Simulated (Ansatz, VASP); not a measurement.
## Ni3GeC: VASP beside Ansatz

One calculation is typed for both programs; each brings its own data sets. How far apart do they land? The cell is taken from a series of runs on this material, whose earlier steps may have relaxed, scaled, displaced or heated it; both programs get it as it stands.

Main program and level: Ansatz 0.2.0; plane waves, with VASP 6.6.1 beside it; single point at PBEsol.

## 1. Set-up

The structure is tetragonal, space group P4/mmm (No. 123). The conventional cell has a = 3.762 Å, b = 3.762 Å, c = 7.523 Å, α = 90.00°, β = 90.00°, γ = 90.00°. Ni has 2 C at 1.92 Å and 4 Ge at 2.44 to 2.90 Å and 8 Ni at 2.44 to 2.90 Å nearest. Nearest to Ni lie 2 C at 1.95 Å and 8 Ni at 2.44 Å and 4 Ge at 2.66 Å. Nearest to Ni lie 2 C at 1.81 Å and 4 Ge at 2.66 Å. Ge has 12 Ni at 2.66 to 2.90 Å nearest. Nearest to Ge lie 12 Ni at 2.44 to 2.66 Å. C has 6 Ni at 1.81 to 1.95 Å nearest. Farther neighbours are not listed.

## 2. Ansatz: single point, PBEsol, pair 1

Ansatz runs on its PAW soft_1 files.

A single point gives forces, pressure and levels at one fixed geometry, so differences don't come from the geometry; what else differs is listed under the comparison.

Input file input.yaml:

```yaml
crystal:
  lattice:
    - [3.761644871, 0.0, 0.0]
    - [0.0, 3.761644871, 0.0]
    - [0.0, 0.0, 7.5232897419]
  atoms:
    - { symbol: Ni, position: [0.0, 0.5, 0.2074654159] }
    - { symbol: Ni, position: [0.0, 0.5, 0.7925345841] }
    - { symbol: Ni, position: [0.5, 0.5, 0.0] }
    - { symbol: Ni, position: [0.5, 0.5, 0.5] }
    - { symbol: Ni, position: [0.5, 0.0, 0.2074654159] }
    - { symbol: Ni, position: [0.5, 0.0, 0.7925345841] }
    - { symbol: Ge, position: [0.0, 0.0, 0.5] }
    - { symbol: Ge, position: [0.0, 0.0, 0.0] }
    - { symbol: C, position: [0.5, 0.5, 0.2593375845] }
    - { symbol: C, position: [0.5, 0.5, 0.7406624155] }
kpoints:
  mp_grid: { grid: [10, 10, 6] }
hamiltonian:
  xc: pbesol
  pseudopotentials: { kind: paw, azcp: { folder: soft_1 }, xc_functional: pbe }
scf:
  occupations: { method: methfessel_paxton, width: 0.2 }
output:
  forces: true
  stress: true
  eigenvalues: true
  write_density: true
  write_potential: true
  elf: true
  volumetric_format: npy
```

The run is started by

```bash
$ ansatz run input.yaml --threads 4 --pin off --max-ram 10240MiB --backend cpu --events-out ev --progress --plain --runs-dir out
```

Numbers of over 12 decimals in the logs are rounded to 6 here.

Output:

```text
Engine: ansatz 0.2.0, aarch64-unknown-linux-gnu
Pseudopotentials: kind: paw
Pseudopotential: Ni, paw, valence charge 18, recommended cutoff 420 eV (normal), soft_1/Ni.paw.azcp
Pseudopotential: Ge, paw, valence charge 14, recommended cutoff 420 eV (normal), soft_1/Ge.paw.azcp
Pseudopotential: C, paw, valence charge 4, recommended cutoff 420 eV (normal), soft_1/C.paw.azcp
Functional definition: PBEsol
  exchange = pbesol_x
  correlation = pbesol_c
Crystal: 10 atoms, lattice volume = 106.454 Å³
Basis set: ecut = 420 eV, 2065 PW (Γ), exchange–correlation on 54×54×108 points (8 copies of the dense FFT grid, shifted against one another)
Bands: 87, of which v1, the nominal top of the filled ones, is band 72 counted from 1 (71 counted from 0)
Symmetry: 16 space group operations
Space group: P4/mmm (ITA 123), of the structure as read, at distance tolerance 4.7e-5 Å
k-points: 84 of 600
Non-local potential: Ni, projectors of the file, l = 0: 3, l = 1: 2, l = 2: 3, l = 3: 1
Non-local potential: Ge, projectors of the file, l = 0: 2, l = 1: 2, l = 2: 3, l = 3: 1
Non-local potential: C, projectors of the file, l = 0: 2, l = 1: 2, l = 2: 1
PAW form: soft (Blöchl's): semilocal exchange-correlation on the pseudo side does not see the compensation charge
PAW frozen core: Ni, regenerated for the run's functional, and the local potential with it (the file was generated under x = pbe(κ = 0.804, μ = 0.219515), c = pbe(β = 0.066725))
PAW frozen core: Ge, regenerated for the run's functional, and the local potential with it (the file was generated under x = pbe(κ = 0.804, μ = 0.219515), c = pbe(β = 0.066725))
PAW frozen core: C, regenerated for the run's functional, and the local potential with it (the file was generated under x = pbe(κ = 0.804, μ = 0.219515), c = pbe(β = 0.066725))
PAW one-centre angular grid: Ni, 590 points (default); XC on 64 Gauss nodes
PAW one-centre angular grid: Ge, 590 points (default); XC on 64 Gauss nodes
PAW one-centre angular grid: C, 110 points (default); XC on 64 Gauss nodes
Initial density: superposition of atomic densities (chi_scale 0.1, normalization cell, long waves kept (reshape's long-wave potential 0.14 eV rms))
Initial wavefunctions: pseudopotential atomic-orbital guess
Functional: x = pbesol(κ = 0.804, μ = 0.123457), c = pbesol(β = 0.046)
SCF iter   1: F=—  HF=-43833.928772 eV  |F-HF|=—  |Δ(HF+E_count)|=         —  Δρ=1.20e-1  dr2=2.61e1  ethr=3.10e-3  ⟨swp⟩=5.0  Hψ=22529  notcnv=0  defer=38
preconditioner: auto → Kerker (q_TF=auto, 2.869 Å⁻¹)  [metal: Δε(μ)=0.013 eV  Ē_g=12.443 eV  σ=0.200 eV  W_gap=0.05  n_scr=38 (ndim 8)  ℏωp=35.3 eV  f_vac=0.000  D(μ)=3.40/eV (n_scr^D=28)]
SCF iter   2: F=—  HF=-43831.287153 eV  |F-HF|=—  |Δ(HF+E_count)|=    2.64e0  S|Δr|=    0.00e0  Δρ=4.53e-2  dr2=7.72e0  ethr=3.10e-3  ⟨swp⟩=2.8  Hψ=11436  notcnv=0  defer=555
SCF iter   3: F=—  HF=-43830.097086 eV  |F-HF|=—  |Δ(HF+E_count)|=    1.19e0  S|Δr|=    0.00e0  Δρ=2.30e-2  dr2=2.50e0  ethr=3.10e-3  ⟨swp⟩=2.1  Hψ=8729  notcnv=0  defer=563
SCF iter   4: F=—  HF=-43829.757066 eV  |F-HF|=—  |Δ(HF+E_count)|=   3.40e-1  S|Δr|=    0.00e0  Δρ=8.99e-3  dr2=1.85e-1  ethr=1.74e-3  ⟨swp⟩=2.1  Hψ=8619  notcnv=0  defer=562
SCF iter   5: F=—  HF=-43829.737408 eV  |F-HF|=—  |Δ(HF+E_count)|=   1.97e-2  S|Δr|=    0.00e0  Δρ=2.85e-3  dr2=1.88e-2  ethr=1.29e-4  ⟨swp⟩=2.0  Hψ=9640  notcnv=0  defer=560
SCF iter   6: F=—  HF=-43829.730543 eV  |F-HF|=—  |Δ(HF+E_count)|=   6.87e-3  S|Δr|=    0.00e0  Δρ=1.79e-3  dr2=7.79e-3  ethr=1.31e-5  ⟨swp⟩=2.0  Hψ=10158  notcnv=0  defer=560
SCF iter   7: F=—  HF=-43829.730214 eV  |F-HF|=—  |Δ(HF+E_count)|=   3.29e-4  S|Δr|=    0.00e0  Δρ=8.08e-4  dr2=2.53e-3  ethr=5.41e-6  ⟨swp⟩=2.0  Hψ=8133  notcnv=0  defer=560
SCF iter   8: F=—  HF=-43829.729836 eV  |F-HF|=—  |Δ(HF+E_count)|=   3.78e-4  S|Δr|=    0.00e0  Δρ=4.30e-4  dr2=1.75e-4  ethr=1.76e-6  ⟨swp⟩=2.0  Hψ=9358  notcnv=0  defer=560
SCF iter   9: F=—  HF=-43829.729819 eV  |F-HF|=—  |Δ(HF+E_count)|=   1.72e-5  S|Δr|=    0.00e0  Δρ=1.63e-4  dr2=2.63e-5  ethr=1.22e-7  ⟨swp⟩=2.0  Hψ=12771  notcnv=0  defer=560
SCF iter  10: F=—  HF=-43829.729735 eV  |F-HF|=—  |Δ(HF+E_count)|=   8.37e-5  S|Δr|=    0.00e0  Δρ=5.48e-5  dr2=2.66e-6  ethr=1.83e-8  ⟨swp⟩=2.0  Hψ=10536  notcnv=0  defer=560
SCF iter  11: F=—  HF=-43829.729735 eV  |F-HF|=—  |Δ(HF+E_count)|=   4.69e-7  S|Δr|=    0.00e0  Δρ=3.00e-5  dr2=1.01e-6  ethr=1.84e-9  ⟨swp⟩=2.0  Hψ=12522  notcnv=0  defer=560
SCF iter  12: F=—  HF=-43829.729735 eV  |F-HF|=—  |Δ(HF+E_count)|=   1.50e-7  S|Δr|=    0.00e0  Δρ=9.52e-6  dr2=1.29e-7  ethr=6.98e-10  ⟨swp⟩=2.1  Hψ=8923  notcnv=0  defer=560
SCF iter  13: F=-43829.729735 eV  HF=-43829.729735 eV  |F-HF|=1.76e-8  |Δ(HF+E_count)|=   1.67e-8  S|Δr|=    0.00e0  Δρ=3.54e-6  dr2=1.34e-8  ethr=6.94e-11  ⟨swp⟩=14.3  Hψ=54061  notcnv=0
SCF 1 converged in 13 iterations: F = -43829.729735 eV  dr2 = 1.34e-8
  greatest PAW one-centre occupation: 1.001 electrons in one spin orbital (limit 2), on the Ni atom at site 1 (counted from 0), in its partial waves of l = 1
SCF converged after 13 iterations
Stability not checked: this state was not tested for a lower state beside it, because cold or Methfessel-Paxton smearing, or corrected tetrahedra, fill the levels in a way that the test cannot read (fill_not_monotonic; see scf.lower_state_search)
Free energy (F): -43829.729735 eV
Harris-Foulkes:  -43829.729735 eV  (|F-HF|=1.76e-8)
Internal energy: -43829.727376 eV  (E = F + TS)
E sigma→0 (E₀):  -43829.729145 eV
Entropy (-TS):   -0.002359 eV (-0.236 meV/atom)
Fermi energy:    16.767976 eV
--- Per-component energies (eV) ---
  E_band       = -1916.917694
  E_kinetic    = 2414.577689
  E_local      = -22849.870521  (includes V_loc(G=0)·N_el)
  E_nonlocal   = -204.022516
  E_hartree    = 12017.500860
  E_xc         = -914.727719
  E_vxc        = -1126.247641  (∫ρ·V_xc dr)
  E_paw        = -13872.749385  (= ΣΔE_a)
  E_vpaw       = -4186.355126  (= ΣTr[D̂ρ^β])
  E_aug_tail   = 0.005336  (compensation charges beyond the density's cutoff)
  E_ewald      = -20423.502932
  E_core_change = 3.061812  (= ΣΔE_core)
  E_smearing   = -0.002359  (= −TS)
  E_closure    = 0.000000  (closes the sum)
  Σ components = -43829.729735   (vs F -43829.729735, Δ=0.00e0)
--- Forces (eV/Å), atoms counted from 1 ---
  atom   1  Ni    -0.00000000     0.00000000     0.77745420
  atom   2  Ni     0.00000000     0.00000000    -0.77745420
  atom   3  Ni     0.00000000    -0.00000000    -0.00000000
  atom   4  Ni     0.00000000    -0.00000000    -0.00000000
  atom   5  Ni     0.00000000     0.00000000     0.77745420
  atom   6  Ni    -0.00000000     0.00000000    -0.77745420
  atom   7  Ge    -0.00000000     0.00000000     0.00000000
  atom   8  Ge     0.00000000     0.00000000     0.00000000
  atom   9  C      0.00000000     0.00000000    -1.28943528
  atom  10  C     -0.00000000     0.00000000     1.28943528
  max |Σ_I F_I| component: 4.44e-16 eV/Å
--- Stress (GPa, compression-positive) ---
        1.193961       0.000000      -0.000000
        0.000000       1.193961      -0.000000
        0.000000      -0.000000       8.752649
  P = ⅓ Tr σ = 3.7135 GPa (37.135 kbar)
--- Band table (eV; the first three rows and the last of 84) ---
  k-point 0: bands = [... 68 lower, 15.7627, 15.9439, 16.8886, 17.4817, 17.4817, 17.8600, 17.9322, 18.4841, ... 11 higher]
  k-point 1: bands = [... 68 lower, 15.7627, 15.9240, 16.9402, 17.3369, 17.3369, 17.5043, 18.2895, 18.5663, ... 11 higher]
  k-point 2: bands = [... 68 lower, 15.7626, 15.8677, 17.0452, 17.0631, 17.0631, 17.2480, 18.5434, 18.7058, ... 11 higher]
  k-point 83: bands = [... 68 lower, 15.9649, 15.9649, 16.0612, 16.0612, 16.5323, 16.5596, 17.5577, 18.0931, ... 11 higher]
```

Reading the cycles: dr2 is the Hartree energy of the density residual (eV), the measure of convergence; HF is the Harris–Foulkes estimate of the energy, which meets the free energy F at convergence.

The run ends at a pressure of 3.71 GPa, with forces up to 1.3 eV/Å.

## 3. VASP: single point, PBEsol, pair 1

The same cell, functional, mesh and smearing now go to VASP, with its own data sets.

Lines of VASP's logs that name or quote its potential files are left out, and so is its time.

Input file INCAR:

```
SYSTEM = Ni3GeC
PREC = Accurate
ENCUT = 600
EDIFF = 1E-06
NELM = 120
ISMEAR = 1
SIGMA = 0.2
LREAL = .FALSE.
ALGO = Normal
GGA = PS
NBANDS = 59
LASPH = .TRUE.
LORBIT = 11
LWAVE = .FALSE.
LCHARG = .FALSE.
ISIF = 2
GGA_COMPAT = .FALSE.
KPAR = 2
```

Input file POSCAR:

```
Ni3GeC
1.0
    3.7616448710      0.0000000000      0.0000000000
    0.0000000000      3.7616448710      0.0000000000
    0.0000000000      0.0000000000      7.5232897419
Ni Ge C
6 2 2
Direct
    0.0000000000      0.5000000000      0.2074654159
    0.0000000000      0.5000000000      0.7925345841
    0.5000000000      0.5000000000      0.0000000000
    0.5000000000      0.5000000000      0.5000000000
    0.5000000000      0.0000000000      0.2074654159
    0.5000000000      0.0000000000      0.7925345841
    0.0000000000      0.0000000000      0.5000000000
    0.0000000000      0.0000000000      0.0000000000
    0.5000000000      0.5000000000      0.2593375845
    0.5000000000      0.5000000000      0.7406624155
```

Input file KPOINTS:

```
Automatic mesh
0
Gamma
10 10 6
0 0 0
```

Potentials, in the order of the species: Ni, Ge_d and C (PBE family, release 64).

The run is started by

```bash
$ mpirun -np 2 vasp_std
```

Output:

```text
[banner, memory and clock lines left out]
running    2 mpi-ranks, on    1 nodes
 distrk:  each k-point on    1 cores,    2 groups
 distr:  one band on    1 cores,    1 groups

 POSCAR found type information on POSCAR NiGeC
 POSCAR found :  3 types and      10 ions
|                                                                             |
|               ----> ADVICE to this user running VASP <----                  |
|                                                                             |
|     You enforced a specific xc type in the INCAR file but a different       |
|     [... a line on the potential file left out ...]
|     I HOPE YOU KNOW WHAT YOU ARE DOING!                                     |
|                                                                             |

 LDA part: xc-table for (Slater+PW92), standard interpolation
 POSCAR, INCAR and KPOINTS ok, starting setup
 FFT: planning ... GRIDC
 FFT: planning ... GRID_SOFT
 FFT: planning ... GRID
 WAVECAR not read
 entering main loop
       N       E                     dE             d eps       ncg     rms          rms(c)
DAV:   1     0.103280519726E+04    0.10328E+04   -0.44312E+04 11382   0.389E+03
DAV:   2     0.139086012379E+03   -0.89372E+03   -0.84466E+03  9912   0.866E+02
DAV:   3    -0.566770531103E+02   -0.19576E+03   -0.18494E+03  9924   0.276E+02
DAV:   4    -0.767925417362E+02   -0.20115E+02   -0.19407E+02 11833   0.920E+01
DAV:   5    -0.775203203239E+02   -0.72778E+00   -0.72097E+00 10873   0.184E+01    0.370E+01
DAV:   6    -0.772547930950E+02    0.26553E+00   -0.13429E+02 13186   0.121E+02    0.319E+01
DAV:   7    -0.652263169939E+02    0.12028E+02   -0.44748E+01 11089   0.848E+01    0.816E+00
DAV:   8    -0.660263425363E+02   -0.80003E+00   -0.78570E+00 13197   0.254E+01    0.906E+00
DAV:   9    -0.657727950495E+02    0.25355E+00   -0.18282E+00 11397   0.284E+01    0.584E+00
DAV:  10    -0.655392761423E+02    0.23352E+00   -0.54100E-01 13060   0.145E+01    0.256E+00
DAV:  11    -0.655076825035E+02    0.31594E-01   -0.20119E-01 12977   0.811E+00    0.122E+00
DAV:  12    -0.654975160903E+02    0.10166E-01   -0.35521E-02 13614   0.306E+00    0.388E-01
DAV:  13    -0.654981676975E+02   -0.65161E-03   -0.12745E-02 13544   0.108E+00    0.266E-01
DAV:  14    -0.654979243753E+02    0.24332E-03   -0.41950E-03 10492   0.931E-01    0.860E-02
DAV:  15    -0.654979284669E+02   -0.40916E-05   -0.43371E-04 11229   0.290E-01    0.385E-02
DAV:  16    -0.654979223744E+02    0.60925E-05   -0.54382E-05 11585   0.104E-01    0.113E-02
DAV:  17    -0.654979219630E+02    0.41139E-06   -0.13756E-05 10791   0.301E-02    0.382E-03
DAV:  18    -0.654979220232E+02   -0.60210E-07   -0.22496E-06  7931   0.156E-02
   1 F= -.65497922E+02 E0= -.65497299E+02  d E =-.187000E-02
```

Parts of OUTCAR (step 3):

```text
ion  position               nearest neighbor table
   1  0.000  0.500  0.207-   9 1.92   9 1.92   3 2.44   8 2.44   3 2.44   8 2.44   5 2.66   5 2.66
                             5 2.66   5 2.66   4 2.90   7 2.90   7 2.90   4 2.90
   2  0.000  0.500  0.793-  10 1.92  10 1.92   3 2.44   8 2.44   3 2.44   8 2.44   6 2.66   6 2.66
                             6 2.66   6 2.66   4 2.90   7 2.90   7 2.90   4 2.90
   3  0.500  0.500  0.000-   9 1.95  10 1.95   5 2.44   6 2.44   1 2.44   2 2.44   5 2.44   6 2.44
                             1 2.44   2 2.44   8 2.66   8 2.66   8 2.66   8 2.66
   4  0.500  0.500  0.500-   9 1.81  10 1.81   7 2.66   7 2.66   7 2.66   7 2.66   5 2.90   5 2.90
                             6 2.90   6 2.90   1 2.90   2 2.90   1 2.90   2 2.90
   5  0.500  0.000  0.207-   9 1.92   9 1.92   3 2.44   3 2.44   8 2.44   8 2.44   1 2.66   1 2.66
                             1 2.66   1 2.66   7 2.90   7 2.90   4 2.90   4 2.90
   6  0.500  0.000  0.793-  10 1.92  10 1.92   3 2.44   3 2.44   8 2.44   8 2.44   2 2.66   2 2.66
                             2 2.66   2 2.66   7 2.90   7 2.90   4 2.90   4 2.90
   7  0.000  0.000  0.500-   4 2.66   4 2.66   4 2.66   4 2.66   6 2.90   1 2.90   2 2.90   2 2.90
                             1 2.90   5 2.90   6 2.90   5 2.90
   8  0.000  0.000  0.000-   1 2.44   2 2.44   5 2.44   6 2.44   1 2.44   2 2.44   5 2.44   6 2.44
                             3 2.66   3 2.66   3 2.66   3 2.66
   9  0.500  0.500  0.259-   4 1.81   1 1.92   5 1.92   5 1.92   1 1.92   3 1.95
  10  0.500  0.500  0.741-   4 1.81   2 1.92   6 1.92   6 1.92   2 1.92   3 1.95

  LATTYP: Found a simple tetragonal cell.
 ALAT       =     3.7616448710
 C/A-ratio  =     2.0000000000

 Subroutine GETGRP returns: Found 16 space group operations
 (whereof 16 operations were pure point group operations)

The static configuration has the point symmetry D_4h.

 Found     84 irreducible k-points:

   k-points           NKPTS =     84   k-points in BZ     NKDIM =     84   number of bands    NBANDS=     59

   dimension x,y,z NGX =    30 NGY =   30 NGZ =   60
   dimension x,y,z NGXF=    60 NGYF=   60 NGZF=  120

   ENCUT  =  600.0 eV  44.10 Ry    6.64 a.u.   7.51  7.51 15.03*2*pi/ulx,y,z

   NELECT =      96.0000    total number of electrons

 k-points in reciprocal lattice and weights: Automatic mesh
   0.00000000  0.00000000  0.00000000       0.002
   0.10000000  0.00000000  0.00000000       0.007
   0.20000000  0.00000000  0.00000000       0.007
   0.30000000  0.00000000  0.00000000       0.007
   0.40000000  0.00000000  0.00000000       0.007
   0.50000000  0.00000000  0.00000000       0.003
   0.10000000  0.10000000  0.00000000       0.007
   0.20000000  0.10000000  0.00000000       0.013
   0.30000000  0.10000000  0.00000000       0.013
[...]
0.50000000  0.40000000  0.50000000       0.007
   0.50000000  0.50000000  0.50000000       0.002

 average (electrostatic) potential at core
       1 -81.9061       2 -81.9061       3 -81.9974       4 -81.8237       5 -81.9061
       6 -81.9061       7 -69.4404       8 -69.8164       9 -45.9694      10 -45.9694

 E-fermi :   9.6260

 k-point     1 :       0.0000    0.0000    0.0000
  band No.  band energies     occupation
    ...
     42       8.2680      2.00000
     43       8.2968      2.00000
     44       8.6038      2.00000
     45       8.6082      2.00000
     46       8.8013      2.00000
     47       9.7355      0.20954
     48      10.3367     -0.00001
     49      10.3367     -0.00001
     50      10.7320     -0.00000
     51      10.7940     -0.00000
    ...

 k-point     2 :       0.1000    0.0000    0.0000
  band No.  band energies     occupation
    ...
     43       8.4505      2.00000
     44       8.5888      2.00000
     45       8.6734      2.00000
     46       8.7637      2.00000
     47       9.4602      1.99422
     48      10.0349     -0.01382
     49      10.4243     -0.00000
     50      10.6534     -0.00000
     51      10.9879     -0.00000
     52      11.5038     -0.00000
    ...

 k-point     3 :       0.2000    0.0000    0.0000
  band No.  band energies     occupation
    ...
     44       8.6516      2.00000
     45       8.6942      2.00000
     46       8.9009      2.00000
     47       9.0134      2.00013
     48       9.6246      1.01157
     49      10.5087     -0.00000
     50      10.6503     -0.00000
     51      11.3694     -0.00000
     52      11.7713     -0.00000
     53      11.8197     -0.00000
    ...

  Total        0.8719679      0.8719679      5.8986625      0.0000000      0.0000000      0.0000000
  in kB       13.1234409     13.1234409     88.7770593      0.0000000      0.0000000      0.0000000
  external PRESSURE =      38.3413137 kB  Pullay stress =       0.0000000 kB

  energy-cutoff  :      600.00
  volume of cell :      106.45
      direct lattice vectors                 reciprocal lattice vectors
     3.761644871  0.000000000  0.000000000     0.265841150  0.000000000  0.000000000
     0.000000000  3.761644871  0.000000000     0.000000000  0.265841150  0.000000000
     0.000000000  0.000000000  7.523289742     0.000000000  0.000000000  0.132920575

 POSITION                                       TOTAL-FORCE (eV/Angst)
 -----------------------------------------------------------------------------------
      0.00000      1.88082      1.56082        -0.000000     -0.000000      0.777150
      0.00000      1.88082      5.96247         0.000000     -0.000000     -0.777150
      1.88082      1.88082      0.00000        -0.000000     -0.000000      0.000000
      1.88082      1.88082      3.76164        -0.000000     -0.000000      0.000000
      1.88082      0.00000      1.56082        -0.000000     -0.000000      0.777150
      1.88082      0.00000      5.96247        -0.000000      0.000000     -0.777150
      0.00000      0.00000      3.76164        -0.000000     -0.000000      0.000000
      0.00000      0.00000      0.00000        -0.000000     -0.000000      0.000000
      1.88082      1.88082      1.95107         0.000000     -0.000000     -1.294493
      1.88082      1.88082      5.57222        -0.000000      0.000000      1.294493
 -----------------------------------------------------------------------------------
    total drift:                                0.000000      0.000000      0.000000

  FREE ENERGIE OF THE ION-ELECTRON SYSTEM (eV)
  ---------------------------------------------------
  free  energy   TOTEN  =       -65.4979220232 eV

  energy  without entropy=      -65.4960520256  energy(sigma->0) =      -65.49729869

 total charge
# of ion       s       p       d       tot
------------------------------------------
    1        0.467   0.616   8.504   9.588
    2        0.467   0.616   8.504   9.588
    3        0.486   0.715   8.512   9.713
    4        0.506   0.609   8.486   9.601
    5        0.467   0.616   8.504   9.588
    6        0.467   0.616   8.504   9.588
    7        1.287   0.868  10.024  12.179
    8        1.056   1.271  10.135  12.462
    9        0.867   1.528   0.000   2.395
   10        0.867   1.528   0.000   2.395
--------------------------------------------------
tot          6.937   8.985  71.175  87.096

[... 3 further parts left out ...]
```

This run has no spin polarisation, so a moment on Ni, if there is one, isn't seen.

(Continued in part 2 of 2.)

[Lines on the potential files, build, host, timing and source positions are cut from VASP's logs without a mark.]

[Logs are printed without paths, hosts, clocks, repeated set-up lines and the standing remarks that a program may print on its own settings, such as how far it seeks lower states.]

[Hosts, paths, dates, database ids (printed as entryN), source tags and the programs' standing remarks are cut or masked in the printed files.]
